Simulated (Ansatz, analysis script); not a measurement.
## Magnetovolume effects in a free-standing square Ru monolayer, spacing 2.603 Å

Wanted: energy and moment of a free-standing square Ru monolayer, spacing 2.603 Å against in-plane size, with typed moments, small moments and no spin.

Program: Ansatz 0.2.0. Level of theory: PBE, PAW set soft_1. Results are calculated unless marked as measured.

Report form: the programs' logs are mostly left out.

**1. The starting structure**

The cell holds 1 atom: 1 Ru. Cell: a = 2.603 Å, b = 2.603 Å, c = 14.000 Å, α = 90.0°, β = 90.0°, γ = 90.0°. An idealised lattice of chosen spacing, in vacuum. Vacuum lies along c.

**2. The collinear state**

First a free collinear run, to see which state the typed moments lead to.

input.yaml

```yaml
crystal:
  lattice:
    - [2.603, 0.0, 0.0]
    - [0.0, 2.603, 0.0]
    - [0.0, 0.0, 14.0]
  atoms:
    - { symbol: Ru, position: [0.0, 0.0, 0.5], spin: 1.5 }
magnetization:
  spin_polarized: true
kpoints:
  mp_grid: { grid: [17, 17, 1] }
hamiltonian:
  xc: pbe
  pseudopotentials: { kind: paw, azcp: { folder: soft_1 } }
scf:
  occupations: { method: fermi_dirac, width: 0.05 }
  max_iter: 120
  convergence: { dr2_threshold: 1.0e-08 }
  lower_state_search: "off"
```

On the command line:

```
> ansatz run input.yaml --threads 2 --pin off --max-ram 5120MiB --backend cpu --events-out ev --progress --plain --runs-dir out
```

The job ended after 4.3 s (2 threads of Arm Neoverse V2, shared host; peak memory 0.34 GiB).

Spin moment in the atom's sphere by atom:

```
atom  spin moment in the atom's sphere (μB)
 Ru1                                  0.550
```

The run ends ferromagnetic, with a net moment of 0.667 μB a cell. With one Ru atom carrying the moment, parallel order of its images is forced by the cell, not found.

**3. The same state on a denser mesh**

Levels at the Fermi energy are partly filled, so moments and energy differences can hang on the k-mesh, and the state is solved again on a denser one.

input.yaml, the sections that differ from step 2:

```yaml
crystal:
  lattice:
    - [2.603, 0.0, 0.0]
    - [0.0, 2.603, 0.0]
    - [0.0, 0.0, 14.0]
  atoms:
    - { symbol: Ru, position: [0.0, 0.0, 0.5], spin: 0.55 }
kpoints:
  mp_grid: { grid: [21, 21, 1] }
basis:
  ecutwfc: 420.0
checkpoint:
  read: start
  write: ck
  compress: false
  write_wavefunctions: false
  write_every: 100000
# magnetization, hamiltonian, scf: as in step 2
```

The job ended after 3.3 s (2 threads; peak memory 0.38 GiB; 6.3 s of CPU time).

Spin moment in the atom's sphere by atom:

```
atom  spin moment in the atom's sphere (μB)
 Ru1                                  0.567
```

The run ends ferromagnetic, with a net moment of 0.692 μB a cell, against 0.667 μB on the first mesh.

The cell's area in the plane is scaled by the factor named; fractional positions stay, and energies count from the lowest run.

**4. Factor 0.8, typed moments**

Three starts at each size show whether high-spin, low-spin and non-magnetic states coexist. One mesh, built for the smallest cell, and one cutoff serve all sizes, so that energies can be subtracted.

input.yaml, the sections that differ from step 3:

```yaml
crystal:
  lattice:
    - [2.32819398, 0.0, 0.0]
    - [0.0, 2.32819398, 0.0]
    - [0.0, 0.0, 14.0]
  atoms:
    - { symbol: Ru, position: [0.0, 0.0, 0.5], spin: 1.5 }
kpoints:
  mp_grid: { grid: [22, 22, 1] }
output:
  stress: true
# magnetization, hamiltonian, scf, basis: as in step 3
# checkpoint: removed
```

On the command line:

```
> ansatz run input.yaml --threads 1 --pin off --max-ram 2560MiB --backend cpu --events-out ev --progress --plain --runs-dir out
```

It took 11 s on 1 thread; peak memory 0.37 GiB.

It ends non-magnetic, with 0 μB on the largest site.

**5. Factor 0.8, starting moments cut to 30 %**

A self-consistent run from these starting moments shows which magnetic state they lead to.

input.yaml: that of step 4 with these lines changed.

```diff
@@ -6,3 +6,3 @@
   atoms:
-    - { symbol: Ru, position: [0.0, 0.0, 0.5], spin: 1.5 }
+    - { symbol: Ru, position: [0.0, 0.0, 0.5], spin: 0.45 }
 magnetization:
```

Run time: 11 s. Hardware: 1 thread; peak memory 0.37 GiB.

It ends non-magnetic, with 0 μB on the largest site.

**6. Factor 0.94, typed moments**

input.yaml, the sections that differ from step 5:

```yaml
crystal:
  lattice:
    - [2.52370213, 0.0, 0.0]
    - [0.0, 2.52370213, 0.0]
    - [0.0, 0.0, 14.0]
  atoms:
    - { symbol: Ru, position: [0.0, 0.0, 0.5], spin: 1.5 }
# magnetization, kpoints, hamiltonian, scf, basis, output: as in step 5
```

The job ended after 14 s (1 thread; peak memory 0.4 GiB).

It ends ferromagnetic, with 0.382 μB on the largest site.

**7. Factor 1.07, typed moments**

input.yaml: that of step 6 with these lines changed.

```diff
@@ -2,4 +2,4 @@
   lattice:
-    - [2.52370213, 0.0, 0.0]
-    - [0.0, 2.52370213, 0.0]
+    - [2.69256414, 0.0, 0.0]
+    - [0.0, 2.69256414, 0.0]
     - [0.0, 0.0, 14.0]
```

Run time: 13 s. Hardware: 1 thread; peak memory 0.41 GiB.

It ends ferromagnetic, with 0.950 μB on the largest site.

**8. Factor 1.25, typed moments**

input.yaml: that of step 7 with these lines changed.

```diff
@@ -2,4 +2,4 @@
   lattice:
-    - [2.69256414, 0.0, 0.0]
-    - [0.0, 2.69256414, 0.0]
+    - [2.91024247, 0.0, 0.0]
+    - [0.0, 2.91024247, 0.0]
     - [0.0, 0.0, 14.0]
```

Run time: 12 s. Hardware: 1 thread; peak memory 0.45 GiB.

It ends ferromagnetic, with 2.33 μB on the largest site.

**9. Factor 1.36, no spin**

input.yaml, the sections that differ from step 8:

```yaml
crystal:
  lattice:
    - [3.03559356, 0.0, 0.0]
    - [0.0, 3.03559356, 0.0]
    - [0.0, 0.0, 14.0]
  atoms:
    - { symbol: Ru, position: [0.0, 0.0, 0.5] }
scf:
  occupations: { method: fermi_dirac, width: 0.05 }
  max_iter: 120
  convergence: { dr2_threshold: 1.0e-08 }
# kpoints, hamiltonian, basis, output: as in step 8
# magnetization: removed
```

The job ended after 5.7 s (1 thread; peak memory 0.38 GiB).

This is the reference without moments at this size.

The other 18 runs of this kind were made alike; their results stand in the table below.

**10. The curves**

```
factor  E typed (meV/atom)  E small  E no spin  largest moment, typed (μB)  small   state, typed   state, small
   0.8                 8.1      8.1        8.1                        0.00   0.00   non-magnetic   non-magnetic
  0.87                 0.0      0.0        0.0                        0.00   0.00   non-magnetic   non-magnetic
  0.94               194.2    194.2      198.7                        0.38   0.38  ferromagnetic  ferromagnetic
     1               437.7    437.7      458.2                        0.59   0.59  ferromagnetic  ferromagnetic
  1.07               764.4    764.4      812.7                        0.95   0.95  ferromagnetic  ferromagnetic
  1.15              1066.0   1066.0     1243.2                        2.01   2.01  ferromagnetic  ferromagnetic
  1.25              1424.5   1424.5     1775.3                        2.33   2.33  ferromagnetic  ferromagnetic
  1.36              1802.6   1802.6     2321.0                        2.48   2.48  ferromagnetic  ferromagnetic
```

**11. Results**

```
lowest run                  : factor 0.87, typed moments
largest moment, typed start : 0 μB at 0.8 to 2.48 μB at 1.36
gain by magnetism           : 0.0 to 518.3 meV/atom
```

**Reading.** From a factor of 0.8 to 1.36 the largest moment goes from 0 to 2.48 μB. The moment is lost at factors of 0.87 or less among those run. Site moments are taken in spheres that grow with the cell. It rises fastest, by 1.1 μB between 1.07 and 1.15; the grid is too coarse to tell a step from a steep rise. Both magnetic starts, which share one pattern of signs, end on one state at every size; other orders were not tried. The cell's shape and the atoms were not relaxed. The 24 scaled-cell runs took 4.3 min of wall time, added up.

[Logs and program files are shortened in this print: banners, set-up blocks, solver, clock and traceback lines can be left out without a mark of their own.]

[Logs are printed without paths, hosts, clocks, repeated set-up lines and the standing remarks that a program may print on its own settings, such as how far it seeks lower states.]

[Hosts, paths, dates, database ids (printed as entryN), source tags and the programs' standing remarks are cut or masked in the printed files.]

[Where the input sets lower_state_search to off, the program did not look for lower states, so one may exist.]
